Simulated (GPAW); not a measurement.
Crystal: Ca.

```xyz
1
Lattice="-2.2400 2.2400 2.2400 2.2400 -2.2400 2.2400 2.2400 2.2400 -2.2400" Properties=species:S:1:pos:R:3 pbc="T T T"
Ca    0.0000    0.0000    0.0000
```

This isn't the form of Ca at room conditions, which is fcc.

```yaml
Program: GPAW 26.7.0
Task: relaxation of cell and atoms
Functional: LDA
Potentials_or_basis: the program's PAW data sets (release 1.2.1) made for this functional
Cutoff: 600 eV
Basis: pw
k_mesh: 8 × 8 × 8
Occupations: fermi-dirac, width 0.05 eV
Spin: no spin polarisation
```

At the start: pressure -2.4 GPa; volume 44.96 Å³/atom.

Q: Where does the relaxation end?

A: Over 4 steps the energy falls by 61.0 meV/atom and the volume is 37.82 Å³/atom (-15.9 %); space group Im-3m (No. 229, to 0.05 Å).

Step by step:
| step | energy change (eV) | largest force (eV/Å) | pressure (GPa) | volume (Å³) |
| --- | --- | --- | --- | --- |
| 1 | 0.0000 | 0.0000 | -2.43 | 44.96 |
| 2 | -0.0181 | 0.0000 | -2.11 | 43.66 |
| 3 | -0.0608 | 0.0000 | 0.24 | 37.30 |
| 4 | -0.0610 | 0.0000 | -0.03 | 37.82 |

Final structure:
```yaml
crystal:
  lattice:
    - [-2.11448, 2.11448, 2.11448]
    - [2.11448, -2.11448, 2.11448]
    - [2.11448, 2.11448, -2.11448]
  atoms:
    - { symbol: Ca, position: [0.00000, 0.00000, 0.00000] }
```

Caveat: later steps reuse the first step's grids; the volume moved by over 15 % at a fixed basis, so the end points are rough.
